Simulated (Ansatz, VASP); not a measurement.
# Two plane-wave programs on TiC

Contents of INCAR:

```
SYSTEM = TiC
  PREC = Accurate
  ENCUT = 600
  EDIFF = 1E-6
  ISMEAR = -1
  SIGMA = 0.05
  LREAL = .False.
  LASPH = .True.
  NELM = 60
  ALGO = Normal
  ISIF = 3
  LWAVE = .False.
  LCHARG = .False.
  GGA = B5
  ALDAX = 1.0
  AGGAX = 1.0
  AGGAC = 1.0
  ALDAC = 0.0
  IBRION = 2
  NSW = 60
  EDIFFG = -0.01
```

KPOINTS

```
regular mesh
0
Gamma
  10 10 10
  0 0 0
```

Contents of POSCAR:

```
TiC
1.0
    3.0420900000      0.0000000000      0.0000000000
   -1.5210400000      2.6345200000      0.0000000000
    0.0000000000      0.0000000000      2.6979700000
Ti C
1 1
Direct
    0.0000000000      0.0000000000      0.5000000000
    0.3333300000      0.6666700000      0.0000000000
```

input.yaml

```yaml
crystal:
  lattice:
    - [3.04209, 0.0, 0.0]
    - [-1.52104, 2.63452, 0.0]
    - [0.0, 0.0, 2.69797]
  atoms:
    - { symbol: Ti, position: [0.0, 0.0, 0.5] }
    - { symbol: C, position: [0.33333, 0.66667, 0.0] }
hamiltonian:
  xc: blyp
  pseudopotentials: { kind: paw }
kpoints:
  mp_grid: { grid: [10, 10, 10] }
scf:
  occupations: { method: fermi_dirac, width: 0.05 }
output:
  forces: true
  stress: true
  eigenvalues: true
relax:
  f_tol: 0.01
  max_steps: 40
  cell: { stress_tol: 0.05 }
```

The cell was built by a generator and needn't be a form met in nature.

Alike in both runs: task relaxation of cell and atoms; functional BLYP; k mesh 10 × 10 × 10; occupations fermi-dirac, width 0.05 eV; no spin polarisation.

|  | VASP | Ansatz |
| --- | --- | --- |
| version | VASP 6.6.1 | Ansatz 0.2.0 |
| potentials or method | VASP PAW PBE potentials, release 64 (Ti_sv, C) | Ansatz PAW |
| plane-wave cutoff (eV) | 600 | 420 |
| valence electrons in the cell | 16 | 16 |

Ansatz gave:

- gap on the k mesh at the Fermi level, each at its own relaxed structure (eV): none
- relaxed volume (Å³/atom): 11.18
- relaxed cell length with the largest relative difference (Å): 3.083
- energy change over the relaxation (meV/atom): -8

Task: Which values does VASP return?

Result: gap on the k mesh at the Fermi level, each at its own relaxed structure (eV): none; relaxed volume (Å³/atom): 11.19; relaxed cell length with the largest relative difference (Å): 3.086; energy change over the relaxation (meV/atom): -9.

A gap of «none» marks a metal or a gap that the smearing closes.

Caveats: the PAW data sets were made with another functional, which shifts forces and pressure a little (VASP); the plane-wave basis is chosen anew once the cell has moved, so the energies of steps on either side of that aren't comparable (Ansatz); the PAW data sets come from PBE, with cores solved anew for the run's functional, which leaves a small shift of forces and pressure (Ansatz).
